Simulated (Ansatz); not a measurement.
Planning a run of Ansatz 0.2.0 on SiC (F-43m). The input:

```yaml
crystal:
  lattice:
    - [0.0, 2.179, 2.179]
    - [2.179, 0.0, 2.179]
    - [2.179, 2.179, 0.0]
  atoms:
    - { symbol: Si, position: [0.0, 0.0, 0.0] }
    - { symbol: C, position: [0.25, 0.25, 0.25] }
kpoints:
  mp_grid: { grid: [6, 6, 6] }
hamiltonian:
  xc: pbe
  pseudopotentials: { kind: nc }
scf:
  occupations: { method: fixed }
gw:
  n_empty_bands: 46
  ecut_chi: 100
  qp_bands: [v2, c2]
  qp_kpoints: band_edges
  screening: { model: contour_deformation }
```

```sh
ansatz run input.yaml --threads 3 --pin off --max-ram 92160MiB --backend cuda --events-out ev --progress --plain --runs-dir out --devices 1 --max-vram 13GiB
```

Q: How long will it take on 1 × NVIDIA H100 80GB HBM3 (shared by 6 runs) with 3 threads of AMD EPYC 7R13 (Zen 3), shared host, and how much memory?

It took 17 s; on shared hardware allow 8.7 s to 35 s. Peak host memory was 0.95 GiB. The sizes that set the cost: 1807 plane waves a state, 16 irreducible k points, 50 bands summed, 59 plane waves in the screening and 7 SCF cycles.

The screening grows as filled bands × empty bands × pairs of k points, times the square of the screening basis for the matrix.

[Paths, hosts, dates, memory and timing lines, banners, echoed tables and standing remarks are left out of the program output.]

[Logs are printed without paths, hosts, clocks, repeated set-up lines and the standing remarks that a program may print on its own settings, such as how far it seeks lower states.]

[Runs of the session that timed out or met a known fault of the program may be left out.]

[Cells called generated may have been cut or substituted from an entry of the Crystallography Open Database or the Materials Project.]

[Hosts, paths, dates, database ids (printed as entryN), source tags and the programs' standing remarks are cut or masked in the printed files.]
